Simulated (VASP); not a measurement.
# GaP (I4mm) in VASP: a series of runs

One crystal, GaP, is run at these levels: PBE; tasks: electric field gradients.

All numbers are computed with VASP 6.6.1; they aren't measurements. Logs are shortened: lines on timing, memory, paths and dates and some standing lists are left out, and cuts for length are marked.

## (1) The cell of the first run

It takes space group I4mm (No. 107, tetragonal). Conventional cell: a = 3.649 Å, b = 3.649 Å, c = 5.161 Å, α = 90.00°, β = 90.00°, γ = 90.00°. Ga (site symmetry 4mm) has 6 P at 2.50 to 2.66 Å as nearest neighbours. Around P (site symmetry 4mm) lie 6 Ga at 2.50 to 2.66 Å.

Measurements of this composition are mostly on another form, of space group No. 216.

## (2) Electric field gradients, PBE (atom 2 (P) moved by [0.0, 0.0, 0.08] A, PAW files)

The input, INCAR:

```
SYSTEM = GaP
PREC = Accurate
ENCUT = 520
EDIFF = 1E-8
ISMEAR = -1
SIGMA = 0.05
LREAL = .False.
LASPH = .True.
NELM = 100
ALGO = Normal
ISIF = 2
LWAVE = .False.
LCHARG = .False.
GGA = PE
LEFG = .True.
NBANDS = 16
```

The input, KPOINTS:

```
regular mesh
0
Gamma
  12 12 12
  0 0 0
```

The input, POSCAR:

```
GaP
1.0
    0.0000000000      2.5804676421      2.5804676421
    2.5804676421      0.0000000000      2.5804676421
    2.5804676421      2.5804676421      0.0000000000
Ga P
1 1
Direct
    0.0000000000      0.0000000000      0.0000000000
    0.5155010663      0.5155010663      0.4844989337
```

Potentials or basis: VASP PAW PBE potentials, release 64 (Ga_d, P).

Started as:

```
cat potpaw_PBE.64/Ga_d/POTCAR potpaw_PBE.64/P/POTCAR > POTCAR
mpirun -np 1 vasp_std > vasp.out
```

OUTCAR:

```text
SYSTEM = GaP
   PREC = Accurate
   ENCUT = 520
   EDIFF = 1E-8
   ISMEAR = -1
   LREAL = .False.
   LASPH = .True.
   NELM = 100
   ISIF = 2
   GGA = PE

 ion  position               nearest neighbor table
   1  0.000  0.000  0.000-   2 2.50   2 2.58   2 2.58   2 2.58   2 2.58   2 2.66
   2  0.516  0.516  0.484-   1 2.50   1 2.58   1 2.58   1 2.58   1 2.58   1 2.66

  LATTYP: Found a face centered cubic cell.
 ALAT       =     5.1609352842

  Lattice vectors:

 A1 = (   0.0000000000,   2.5804676421,   2.5804676421)
 A2 = (   2.5804676421,   0.0000000000,   2.5804676421)
 A3 = (   2.5804676421,   2.5804676421,   0.0000000000)

Analysis of symmetry for initial positions (statically):
=====================================================================
 Subroutine PRICEL returns:
 Original cell was already a primitive cell.

 Routine SETGRP: Setting up the symmetry group for a
 face centered cubic supercell.

 Subroutine GETGRP returns: Found  8 space group operations
 (whereof  8 operations were pure point group operations)
 out of a pool of 48 trial point group operations.

The static configuration has the point symmetry C_4v.

Analysis of symmetry for dynamics (positions and initial velocities):
=====================================================================
 Subroutine PRICEL returns:
 Original cell was already a primitive cell.

 Routine SETGRP: Setting up the symmetry group for a
 face centered cubic supercell.

 Subroutine GETGRP returns: Found  8 space group operations
 (whereof  8 operations were pure point group operations)
 out of a pool of 48 trial point group operations.

The dynamic configuration has the point symmetry C_4v.

 Subroutine INISYM returns: Found  8 space group operations
 (whereof  8 operations are pure point group operations),
 and found     1 'primitive' translations

----------------------------------------------------------------------------------------

                                     Primitive cell

  volume of cell :      34.3657

  direct lattice vectors                    reciprocal lattice vectors
     0.000000000  2.580467642  2.580467642    -0.193763329  0.193763329  0.193763329
     2.580467642  0.000000000  2.580467642     0.193763329 -0.193763329  0.193763329
     2.580467642  2.580467642  0.000000000     0.193763329  0.193763329 -0.193763329

  length of vectors
     3.649332337  3.649332337  3.649332337     0.335607930  0.335607930  0.335607930

  position of ions in fractional coordinates (direct lattice)
     0.000000000  0.000000000  0.000000000
     0.515501066  0.515501066  0.484498934

  ion indices of the primitive-cell ions
   primitive index   ion index
                 1           1
                 2           2

----------------------------------------------------------------------------------------

 KPOINTS: regular mesh

Automatic generation of k-mesh.
 Grid dimensions read from file:
 generate k-points for:   12   12   12

 Generating k-lattice:

  Cartesian coordinates                     Fractional coordinates (reciprocal lattice)
    -0.016146944  0.016146944  0.016146944     0.083333333  0.000000000  0.000000000
     0.016146944 -0.016146944  0.016146944     0.000000000  0.083333333  0.000000000
     0.016146944  0.016146944 -0.016146944     0.000000000  0.000000000  0.083333333

  Length of vectors
     0.027967327  0.027967327  0.027967327

  Shift w.r.t. Gamma in fractional coordinates (k-lattice)
     0.000000000  0.000000000  0.000000000

 Subroutine IBZKPT returns following result:
 ===========================================

 Found    163 irreducible k-points:

 Following reciprocal coordinates:
            Coordinates               Weight
  0.000000  0.000000  0.000000      1.000000
  0.083333  0.000000  0.000000      8.000000
  0.166667  0.000000  0.000000      8.000000
  0.250000  0.000000  0.000000      8.000000
  0.333333  0.000000  0.000000      8.000000
  0.416667  0.000000  0.000000      8.000000
[... 16 lines left out ...]
  0.000000 -0.333333  0.083333     16.000000
 -0.250000  0.083333  0.000000      8.000000
 [... further k-points ...]
   k-points           NKPTS =    163   k-points in BZ     NKDIM =    163   number of bands    NBANDS=     16
   number of dos      NEDOS =    301   number of ions     NIONS =      2
   total plane-waves  NPLWV =  21952
   dimension x,y,z NGX =    28 NGY =   28 NGZ =   28
   dimension x,y,z NGXF=    56 NGYF=   56 NGZF=   56
   ions per type =               1   1
   NGX,Y,Z   is equivalent  to a cutoff of  12.76, 12.76, 12.76 a.u.
   NGXF,Y,Z  is equivalent  to a cutoff of  25.51, 25.51, 25.51 a.u.
 SYSTEM =  GaP
   PREC   = accura    normal or accurate (medium, high low for compatibility)
   ISTART =      0    job   : 0-new  1-cont  2-samecut
   ICHARG =      2    charge: 1-file 2-atom 10-const
   ISPIN  =      1    spin polarized calculation?
   LNONCOLLINEAR =      F non collinear calculations
   LSORBIT =      F    spin-orbit coupling
   LASPH  =      T    aspherical Exc in radial PAW
   ENCUT  =  520.0 eV  38.22 Ry    6.18 a.u.   6.79  6.79  6.79*2*pi/ulx,y,z
   NELM   =    100;   NELMIN=  2; NELMDL= -5     # of ELM steps
   EDIFF  = 0.1E-07   stopping-criterion for ELM
   LREAL  =      F    real-space projection
   EDIFFG = 0.1E-06   stopping-criterion for IOM
   NSW    =      0    number of steps for IOM
   IBRION =     -1    ionic relax: 0-MD 1-quasi-New 2-CG
   NFREE  =      0    steps in history (QN), initial steepest desc. (CG)
   ISIF   =      2    stress and relaxation
   ISYM   =      2    0-nonsym 1-usesym 2-fastsym
   POTIM  = 0.5000    time-step for ionic-motion
   TEBEG  =    0.0;   TEEND  =   0.0 temperature during run
   PSTRESS=    0.0 pullay stress
   NELECT =      18.0000    total number of electrons
   NUPDOWN=      -1.0000    fix difference up-down
   EMIN   =  10.00;   EMAX   =-10.00  energy-range for DOS
   EFERMI =   0.00;   METHOD = LEGACY
   ISMEAR =    -1;   SIGMA  =   0.05  broadening in eV -4-tet -1-fermi 0-gaus
   EFERMI_NEDOS =   21; number of points for ismear=-14 and -15
   IALGO  =     38    algorithm
   IMIX   =      4    mixing-type and parameters
     AMIX     =   0.40;   BMIX     =  1.00
     AMIX_MAG =   1.60;   BMIX_MAG =  1.00
  volume/ion in A,a.u.               =      17.18       115.96
  Fermi-wavevector in a.u.,A,eV,Ry     =   1.319645  2.493768 23.694056  1.741464
  Thomas-Fermi vector in A             =   2.449529
   LORBIT       =      0    0 simple, 1 ext, 2 COOP (PROOUT), +10 PAW based schemes
   GGA     = PE    functional components
   LHFCALC =     F    Hartree Fock is set to
   AEXX    =    0.0000 exact exchange contribution
   IVDW    =     0    specifies the selected vdW correction
   LEPSILON=     F    determine dielectric tensor
   LRPA    =     F    only Hartree local field effects (RPA)
 non-spin polarized calculation
  energy-cutoff  :      520.00
  volume of cell :       34.37
 maximum number of plane-waves:       944
   NGX = 13   NGY = 13   NGZ = 13

 number of electron      18.0000009 magnetization

 Free energy of the ion-electron system (eV)
  ---------------------------------------------------
  ext. energy  EPLUGINS =         0.00000000
  ---------------------------------------------------
  free energy    TOTEN  =        -8.30741001 eV

  energy without entropy =       -8.29629457  energy(sigma->0) =       -8.30185229

 E-fermi :   6.3490     XC(G=0): -10.9604

 val. band max:        6.3417058947   @ k =   0.1667   0.0833   0.2500
 cond. band min:       6.3521621410   @ k =   0.1667   0.0000   0.0000
 fundamental gap:      0.0104562463
 Fermi energy:         6.3489773169

 k-point     1 :       0.0000    0.0000    0.0000
  band No.  band energies     occupation
      1      -8.2565      2.00000
      2      -8.2542      2.00000
      3      -8.2307      2.00000
      4      -8.2307      2.00000
      5      -8.2304      2.00000
      6      -6.7891      2.00000
[... 8 lines left out ...]
     15      15.1120      0.00000
     16      15.1120      0.00000

 k-point     2 :       0.0833    0.0000    0.0000
  band No.  band energies     occupation
      1      -8.2584      2.00000
      2      -8.2560      2.00000
      3      -8.2309      2.00000
      4      -8.2282      2.00000
      5      -8.2280      2.00000
      6      -6.6851      2.00000
[... 8 lines left out ...]
     15      14.2640      0.00000
     16      15.0257      0.00000

 k-point     3 :       0.1667    0.0000    0.0000
  band No.  band energies     occupation
      1      -8.2648      2.00000
      2      -8.2622      2.00000
      3      -8.2324      2.00000
      4      -8.2202      2.00000
      5      -8.2201      2.00000
      6      -6.3754      2.00000
[... 8 lines left out ...]
     15      14.5181      0.00000
     16      14.9644      0.00000

 k-point     4 :       0.2500    0.0000    0.0000
  band No.  band energies     occupation
      1      -8.2744      2.00000
      2      -8.2716      2.00000
      3      -8.2354      2.00000
      4      -8.2083      2.00000
      5      -8.2083      2.00000
      6      -5.8695      2.00000
[... 8 lines left out ...]
     15      15.4724      0.00000
     16      15.5188      0.00000

 k-point     5 :       0.3333    0.0000    0.0000
  band No.  band energies     occupation
      1      -8.2843      2.00000
      2      -8.2814      2.00000
      3      -8.2390      2.00000
      4      -8.1961      2.00000
      5      -8.1959      2.00000
      6      -5.1970      2.00000
[... 8 lines left out ...]
     15      16.7455      0.00000
     16      16.7546      0.00000

 k-point     6 :       0.4167    0.0000    0.0000
  band No.  band energies     occupation
      1      -8.2916      2.00000
      2      -8.2886      2.00000
      3      -8.2420      2.00000
      4      -8.1870      2.00000
      5      -8.1867      2.00000
      6      -4.4568      2.00000
[... 8 lines left out ...]
     15      18.1709      0.00000
     16      18.1737      0.00000
[... 267 lines left out ...]
 k-point    21 :       0.0000   -0.4167    0.0833
  band No.  band energies     occupation
      1      -8.2995      2.00000
      2      -8.2896      2.00000
      3      -8.2395      2.00000
      4      -8.1878      2.00000
      5      -8.1861      2.00000
      6      -4.1562      2.00000
[... 8 lines left out ...]
     15      17.9751      0.00000
     16      19.9719      0.00000

 k-point    22 :      -0.3333    0.0833    0.0000
  band No.  band energies     occupation
      1      -8.2915      2.00000
      2      -8.2854      2.00000
      3      -8.2374      2.00000
      4      -8.1950      2.00000
      5      -8.1930      2.00000
      6      -4.8550      2.00000
[... 8 lines left out ...]
     15      16.4895      0.00000
     16      19.0119      0.00000

 k-point    23 :       0.0000   -0.3333    0.0833
  band No.  band energies     occupation
      1      -8.2915      2.00000
      2      -8.2852      2.00000
      3      -8.2375      2.00000
      4      -8.1951      2.00000
      5      -8.1927      2.00000
      6      -4.8552      2.00000
[... 8 lines left out ...]
     15      16.5146      0.00000
     16      19.0065      0.00000

 k-point    24 :      -0.2500    0.0833    0.0000
  band No.  band energies     occupation
      1      -8.2795      2.00000
      2      -8.2784      2.00000
      3      -8.2348      2.00000
      4      -8.2069      2.00000
      5      -8.2022      2.00000
      6      -5.5666      2.00000
[... 8 lines left out ...]
     15      15.5002      0.00000
     16      17.5354      0.00000

 [... further k-points ...]

------------------------ aborting loop because EDIFF is reached ----------------------------------------

  FORCE on cell =-STRESS in cart. coord.  units (eV):
  Direction    XX          YY          ZZ          XY          YZ          ZX
  --------------------------------------------------------------------------------------
  -------------------------------------------------------------------------------------
  Total       -0.0093840     -0.0093840      0.2072090      0.0000000     -0.0000000     -0.0000000
  in kB       -0.4374974     -0.4374974      9.6603750      0.0000000     -0.0000000     -0.0000000
  external PRESSURE =       2.9284600 kB  Pullay stress =       0.0000000 kB

 VOLUME and BASIS-vectors are now :
 -----------------------------------------------------------------------------
  energy-cutoff  :      520.00
  volume of cell :       34.37
      direct lattice vectors                 reciprocal lattice vectors
     0.000000000  2.580467642  2.580467642    -0.193763329  0.193763329  0.193763329
     2.580467642  0.000000000  2.580467642     0.193763329 -0.193763329  0.193763329
     2.580467642  2.580467642  0.000000000     0.193763329  0.193763329 -0.193763329

 POSITION                                       TOTAL-FORCE (eV/Angst)
 -----------------------------------------------------------------------------------
      0.00000      0.00000      0.00000         0.000000      0.000000      0.141006
      2.58047      2.58047      2.66047         0.000000      0.000000     -0.141006
 -----------------------------------------------------------------------------------
    total drift:                                0.000000      0.000000     -0.000031

  FREE ENERGIE OF THE ION-ELECTRON SYSTEM (eV)
  ---------------------------------------------------
  free  energy   TOTEN  =        -8.3074100070 eV

  energy  without entropy=       -8.2962945699  energy(sigma->0) =       -8.30185229

 Electric field gradients (V/A^2)
---------------------------------------------------------------------
 ion       V_xx      V_yy      V_zz      V_xy      V_xz      V_yz
---------------------------------------------------------------------
   1       1.630     1.630    -3.260    -0.003    -0.003    -0.003
   2       0.868     0.868    -1.736    -0.000    -0.000    -0.000
---------------------------------------------------------------------

 Electric field gradients after diagonalization (V/A^2)
 (convention: |V_zz| > |V_xx| > |V_yy|)
----------------------------------------------------------------------
 ion       V_xx      V_yy      V_zz     asymmetry (V_yy - V_xx)/ V_zz
----------------------------------------------------------------------
   1       1.633     1.627    -3.260       0.002
   2       0.868     0.868    -1.736       0.000
----------------------------------------------------------------------

           NMR quadrupolar parameters

 Cq : quadrupolar parameter    Cq=e*Q*V_zz/h
 eta: asymmetry parameters     (V_yy - V_xx)/ V_zz
 Q  : nuclear electric quadrupole moment in mb (millibarn)
----------------------------------------------------------------------
 ion       Cq(MHz)       eta       Q (mb)
----------------------------------------------------------------------
   1      -0.008       0.002       1.000
   2      -0.004       0.000       1.000
----------------------------------------------------------------------
```

It took 94 s on 1 thread of Intel Xeon Platinum 8488C (Sapphire Rapids), shared host; peak memory 0.21 GiB.

Results:

| Item | Value |
| --- | --- |
| Free energy | -8.3074 eV |
| Pressure | 0.3 GPa |
| Largest force | 0.141 eV/Å |
| Band gap on the k mesh | none (metal or under the smearing width) |

Forces in eV/Å, atoms in the order of the input:
```
Ga   0.000  0.000  0.141
P    0.000  0.000 -0.141
```

Stress tensor (GPa, compression positive):
```
-0.04  0.00  0.00
 0.00 -0.04  0.00
 0.00  0.00  0.97
```

Electric field gradients, principal values (V/Å²):
| atom | Vxx | Vyy | Vzz |
| --- | --- | --- | --- |
| 1 Ga | 1.627 | 1.633 | -3.260 |
| 2 P | 0.868 | 0.868 | -1.736 |

[end of part 1 of 2]
